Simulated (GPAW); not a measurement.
## Anisotropy of zigzag V chain, bond 2.466 A

Wanted: anisotropy for zigzag V chain, bond 2.466 A, with the cost of each step.

Program: GPAW 26.7.0. Level of theory: PBE; plane waves with GPAW's PAW setups, scalar-relativistic. Results are calculated unless marked as measured.

Report form: the programs' logs are mostly left out.

**1. The structure**

The cell holds 2 atoms: 2 V. Cell: a = 12.000 Å, b = 12.000 Å, c = 2.959 Å, α = 90.0°, β = 90.0°, γ = 90.0°. model lattice. Vacuum lies along a and b. The structure's axis is c.

**2. Self-consistent state**

All later steps read the density of this run.

The input, order2.py:

```python
import json
import numpy as np
from ase import Atoms
from ase.parallel import paropen, parprint
from gpaw import GPAW

atoms = Atoms(['V', 'V'],
    cell=[[12.0, 0.0, 0.0],
         [0.0, 12.0, 0.0],
         [0.0, 0.0, 2.9592]],
    scaled_positions=[[0.4178, 0.5, 0.0],
         [0.5822, 0.5, 0.5]],
    pbc=True,
    magmoms=[1.5, -1.5])
atoms.calc = GPAW(mode={'name': 'pw', 'ecut': 550},
    xc='PBE',
    kpts={'size': (1, 1, 10), 'gamma': True},
    occupations={'name': 'fermi-dirac', 'width': 0.05},
    convergence={'density': 1e-05, 'energy': 1e-05},
    maxiter=200,
    symmetry={'tolerance': 1e-4},
    txt='order2.txt')
e = atoms.get_potential_energy(force_consistent=True)
res = {'free_energy': e, 'energy_sigma0': atoms.get_potential_energy(), 'fermi_energy': atoms.calc.get_fermi_level()}
res['moments'] = atoms.get_magnetic_moments().tolist()
res['total'] = atoms.get_magnetic_moment()
parprint('site moments (muB):', np.round(res['moments'], 3))
parprint(f"total moment: {res['total']:.3f} muB")
parprint(f'free energy: {e:.6f} eV')
atoms.calc.write('order2.gpw')
with paropen('results.json', 'w') as f:
    json.dump(res, f)
```

Started as:

```console
$ OMP_NUM_THREADS=1 python3 order2.py > order2.log
```

Wall time 68 s (1 MPI rank of Intel Xeon Platinum 8375C at 2.90GHz (Ice Lake), shared host); peak memory 0.42 GiB.

Read from the output:

* magnetization: 0 μB
* final state: antiferromagnetic
* largest moment: 2.055 μB

After 18 cycles the largest moment stands at 2.05 μB.

**3. More states at fixed density**

The steps that follow sum over empty states, which the ground-state run does not converge; 24 states a spin are converged here at the frozen density and written with their wave functions.

It starts from the saved density of the lowest of the states tried.

The input, nscf.py:

```python
from gpaw import GPAW

calc = GPAW('order2.gpw').fixed_density(
    kpts={'size': (1, 1, 12), 'gamma': True},
    nbands=28,
    convergence={'bands': 24, 'eigenstates': 1e-9},
    eigensolver='ppcg',
    parallel={'domain': 1},
    txt='nscf.txt')
calc.write('nscf.gpw', mode='all')
```

Started as:

```console
$ OMP_NUM_THREADS=1 python3 nscf.py > nscf.log
```

It took 1.8 min on 1 MPI rank; peak memory 0.47 GiB.

**4. Magnetocrystalline anisotropy**

Spin–orbit coupling is added in the basis of the saved states for each direction of the moments. The change in the band energy is the anisotropy energy, with no new self-consistent run.

The input, anisotropy.py:

```python
import json
import numpy as np
from ase.parallel import paropen, parprint
from gpaw import GPAW
from gpaw.spinorbit import soc_eigenstates

calc = GPAW('nscf.gpw')
angles = [[0.0, 0.0], [90.0, 0.0], [90.0, 90.0]]  # theta, phi in degrees
res = {'rows': []}
for scale in [1.0, 0.5, 2.0]:
    e0 = None
    for theta, phi in angles:
        soc = soc_eigenstates(calc, n2=24, scale=scale, theta=theta, phi=phi)
        e = soc.calculate_band_energy()
        e0 = e if e0 is None else e0
        orbital = soc.get_orbital_magnetic_moments()
        res['rows'].append([scale, theta, phi, 1000 * (e - e0), orbital.tolist()])
        parprint(f'scale {scale} theta {theta:6.1f} phi {phi:6.1f}  dE = {1000 * (e - e0):9.4f} meV  |L| =', np.round(np.linalg.norm(orbital, axis=1), 4))
with paropen('results.json', 'w') as f:
    json.dump(res, f)
```

Started as:

```console
$ OMP_NUM_THREADS=1 python3 anisotropy.py > anisotropy.log
```

The job ended after 3.3 s (1 MPI rank; peak memory 0.23 GiB).

Directions, in the order of the table: z (the chain axis); x; y.

Theta from the Cartesian z axis, phi from x; spin up lies along the direction. Anisotropy, by row:

| spin-orbit scale | theta (degrees) | phi (degrees) | band energy less the first direction's (meV a cell) | orbital moment of atom 1 along the direction (μB) | sum of orbital moments along the direction (μB a cell) |
| --- | --- | --- | --- | --- | --- |
| 1 | 0 | 0 | 0 | -0.03837 | 0 |
| 1 | 90 | 0 | -0.1791 | -0.05946 | 0 |
| 1 | 90 | 90 | -0.126 | -0.027 | 0 |
| 0.5 | 0 | 0 | 0 | -0.01913 | 0 |
| 0.5 | 90 | 0 | -0.045 | -0.02973 | 0 |
| 0.5 | 90 | 90 | -0.03191 | -0.01351 | 0 |
| 2 | 0 | 0 | 0 | -0.07713 | 0 |
| 2 | 90 | 0 | -0.7095 | -0.1187 | 0 |
| 2 | 90 | 90 | -0.489 | -0.0539 | 0 |

**5. Summary of results**

* state: antiferromagnetic
* largest site moment: 2.05 μB
* spread of the directions' energies: 0.179 meV a cell
* easiest direction tried: x

In words: About the antiferromagnetic state the directions differ by 0.179 meV a cell, with x easiest. The anisotropy comes from the force theorem at a frozen potential; it needs a check on a finer mesh, and shape anisotropy is not in it. Doubling the coupling multiplies the difference between the first two directions by 4.0; second-order perturbation theory gives 4.

[Logs and program files are shortened in this print: banners, set-up blocks, solver, clock and traceback lines can be left out without a mark of their own.]

[Logs are printed without paths, hosts, clocks, repeated set-up lines and the standing remarks that a program may print on its own settings, such as how far it seeks lower states.]

[Hosts, paths, dates, database ids (printed as entryN), source tags and the programs' standing remarks are cut or masked in the printed files.]

[Where a cell is said to come from a database of computed structures, the database is the Materials Project.]
